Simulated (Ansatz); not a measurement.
Crystal: Os, fcc type, 1 atom in the cell.

All numbers below come from Ansatz 0.2.0 development build, HSE06, plane waves, PAW datasets (generated soft set 1).

Cutoff 420 eV; exchange singularity: Wigner-Seitz; k-mesh 6×6×6 Γ-centred; Fermi–Dirac smearing of 0.1 eV; no spin polarisation; no spin–orbit coupling.

The fit to the energies gives V₀ = 13.912 Å³/atom (a₀ = 3.818 Å), B₀ = 443 GPa, B₀′ = 4.69.

Task: What pressure does the program print at V = 14.953 Å³/atom, and how far above the lowest computed point (V = 14.091 Å³/atom) does the energy lie?

Result: -26.98 GPa and 91.03 meV/atom. All points:

| V (Å³/atom) | a (Å) | E − E(min) (meV/atom) | P (GPa) |
| --- | --- | --- | --- |
| 13.228 | 3.7542 | 48.05 | 25.15 |
| 13.659 | 3.7946 | 3.47 | 8.46 |
| 14.091 | 3.8341 | 0.00 | -5.52 |
| 14.522 | 3.8728 | 31.08 | -17.23 |
| 14.953 | 3.9108 | 91.03 | -26.98 |

The stress includes the program's correction for the finite plane-wave basis.

The k-mesh is coarse, so these values belong to this mesh and can lie far from the converged ones. This cubic structure is a model: it isn't the usual form of the substance at ambient conditions, and such phases are metastable or hypothetical.
